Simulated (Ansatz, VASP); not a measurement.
One calculation of BN, two programs

The input INCAR:

```
PREC = Accurate
ENCUT = 520
EDIFF = 1E-8
ISMEAR = -1
SIGMA = 0.02
LREAL = False
LASPH = True
NELM = 80
ALGO = Normal
ISIF = 2
LWAVE = False
LCHARG = False
GGA = PE
LEFG = True
NBANDS = 16
```

File KPOINTS:

```
regular mesh
0
Gamma
  13 13 5
```

Contents of POSCAR:

```
BN
1.0
    2.5400000000      0.0000000000      0.0000000000
   -1.2700000000      2.1997045256      0.0000000000
    0.0000000000      0.0000000000      6.5980000000
B N
2 2
Direct
    0.3333333333      0.6666666667      0.2500000000
    0.6666666667      0.3333333333      0.7500000000
    0.3333333333      0.6666666667      0.7500000000
    0.6666666667      0.3333333333      0.2500000000
```

Input for Ansatz:

```yaml
crystal:
  lattice:
    - [2.54, 0.0, 0.0]
    - [-1.27, 2.1997045256, 0.0]
    - [0.0, 0.0, 6.598]
  atoms:
    - { symbol: B, position: [0.3333333333, 0.6666666667, 0.25] }
    - { symbol: B, position: [0.6666666667, 0.3333333333, 0.75] }
    - { symbol: "N", position: [0.3333333333, 0.6666666667, 0.75] }
    - { symbol: "N", position: [0.6666666667, 0.3333333333, 0.25] }
kpoints:
  mp_grid: { grid: [13, 13, 5] }
scf:
  occupations: { method: fermi_dirac, width: 0.02 }
hamiltonian:
  xc: pbe
  pseudopotentials: { kind: paw }
output:
  forces: true
  stress: true
  populations: true
  efg:
    quadrupole_moments_barn: { B: 0.04059, "N": 0.02044 }
    contact_densities: true
  write_density: true
  write_potential: true
  elf: true
  volumetric_format: npy
```

Alike in both runs: task electric field gradients; functional PBE; k mesh 13 × 13 × 5; occupations fermi-dirac, width 0.02 eV; no spin polarisation.

```csv
,VASP,Ansatz
version,VASP 6.6.1,Ansatz 0.2.0
potentials or method,"VASP PAW PBE potentials, release 64 (B, N)","plane-wave PAW, scalar-relativistic"
plane-wave cutoff (eV),520,420
valence electrons in the cell,16,16
```

Ansatz gave:

* gap on the k mesh at the Fermi level (eV): 4.21
* pressure (GPa): -6.4
* largest component of the traceless stress (GPa): 9.46
* Vzz of the field gradient on the site that differs most (V/Å²): 27.4

Q: What did VASP give for the same quantities?

A: gap on the k mesh at the Fermi level (eV): 4.21; pressure (GPa): -6.4; largest component of the traceless stress (GPa): 9.27; Vzz of the field gradient on the site that differs most (V/Å²): 34.1.

Caveats: an odd mesh through Γ misses points on the zone boundary, where band edges often lie; this functional lacks dispersion, which binds the layers, so the pressure and a relaxed spacing across them are unreliable.
